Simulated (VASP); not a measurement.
Set up this calculation in VASP 6.6.1, as the native input.

| Quantity | Value |
| --- | --- |
| Task | relaxation of cell and atoms |
| Functional | revPBE |
| Dispersion | D3 |
| Potentials or basis | VASP PAW PBE potentials, release 64 (Be) |
| Cutoff | 600 eV |
| k mesh | 14 × 14 × 14 |
| Occupations | fermi-dirac, width 0.05 eV |
| Spin | no spin polarisation |
| Further INCAR settings | ALGO = Fast; EDIFF = 1e-06; IBRION = 2; EDIFFG = -0.02; NSW = 40; ISIF = 3 |

The structure of Be lies in POSCAR:

```
Be
1.0
    0.0000000000      1.5790500000      1.5790500000
    1.5790500000      0.0000000000      1.5790500000
    1.5790500000      1.5790500000      0.0000000000
Be
1
Direct
    0.0000000000      0.0000000000      0.0000000000
```

The cell was built by a generator and needn't be a form met in nature.

One way to write it, as run:

INCAR

```
SYSTEM = Be
PREC = Accurate
ENCUT = 600
EDIFF = 1E-6
ISMEAR = -1
SIGMA = 0.05
LREAL = .False.
LASPH = .True.
NELM = 100
ALGO = Fast
ISIF = 3
LWAVE = .False.
LCHARG = .False.
GGA = RE
IVDW = 11
IBRION = 2
NSW = 40
EDIFFG = -0.02
```

KPOINTS

```
Automatic mesh
0
Gamma
  14 14 14
  0 0 0
```

Potentials or basis: VASP PAW PBE potentials, release 64 (Be).

Run with:

```console
$ cat potpaw_PBE.64/Be/POTCAR > POTCAR
$ mpirun -np 1 vasp_std > vasp.out
```

It gave:

The relaxed volume is 7.30 Å³/atom. The relaxed cell is a = 2.178 Å, b = 2.178 Å, c = 2.178 Å, α = 60.00°, β = 60.00°, γ = 60.00° and the space group after relaxing (to 0.05 Å) is Fm-3m (No. 225). The energy gained by relaxing is 16.9 meV/atom and the ionic steps are 3. The pressure after relaxing is -0.1 GPa. The band gap on the k mesh is none (metal or under the smearing width) and the dispersion energy per atom is -0.464 eV.

Caveat: the PAW data sets were made with another functional, which shifts forces and pressure a little; pairwise dispersion overbinds metals, which lowers pressure and volume.

Run time: 6.4 s on 1 thread of Intel(R) Xeon(R) Platinum 8375C CPU @ 2.90GHz (Ice Lake) (shared host), peak memory 0.12 GiB.
